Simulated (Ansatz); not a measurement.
SnTe under changes of volume

One of the cells (47.091 Å³/atom); the others are scaled copies at fixed shape and fractional positions:

```
Te Sn
1.0
     0.00000    3.61115    3.61115
     3.61115    0.00000    3.61115
     3.61115    3.61115    0.00000
Te Sn
1 1
Direct
  0.25000 0.25000 0.25000
  0.00000 0.00000 0.00000
```

Measurements of this composition are mostly on another form, of space group No. 225.

- Program: Ansatz 0.2.0
- Functional: r2SCAN
- Potentials or basis: Ansatz PAW
- Cutoff: 500 eV (not typed: the program's choice for these potentials)
- k mesh: 7 × 7 × 7
- Occupations: fermi-dirac, width 0.05 eV
- Spin: no spin polarisation

```csv
volume (Å³/atom),energy over the lowest point (meV/atom),pressure (GPa),gap on the mesh (eV)
44.265,?,?,?
45.207,1.31,0.5,0.30
46.149,0.00,-0.1,0.35
47.091,1.88,-0.6,0.40
48.033,6.64,-1.0,0.45
48.974,14.01,-1.5,0.50
49.916,23.73,-1.8,0.54
```

Problem. What does the run at 44.265 Å³/atom give?

Solution. Energy over the lowest point 6.13 meV/atom; pressure 1.1 GPa; gap on the mesh 0.24 eV.

Worked out: A Birch-Murnaghan fit of order 3 (a polynomial in V^(-2/3)) to the other rows has its minimum at 46.05 Å³/atom with B0 = V·E''(V) = 27 GPa and B' = 4.0. It gives 6.16 meV/atom at 44.265 Å³/atom, against the run's 6.13, and -dE/dV = 1.1 GPa, against 1.1. A straight line through the other rows of the gap, of slope 2.45 eV per unit of ln V, extrapolates to 0.25 eV, against the run's 0.24.

Energies are extrapolated to zero smearing.

Caveats: odd divisions of the mesh miss points on the zone boundary, where band edges often lie, so the gap on the mesh can be too wide; spin-orbit coupling is left out, which moves the levels of the heavy elements; the PAW data sets come from PBE, with cores solved anew for the run's functional, which leaves a small shift of forces and pressure.

A mesh can miss the band edges.
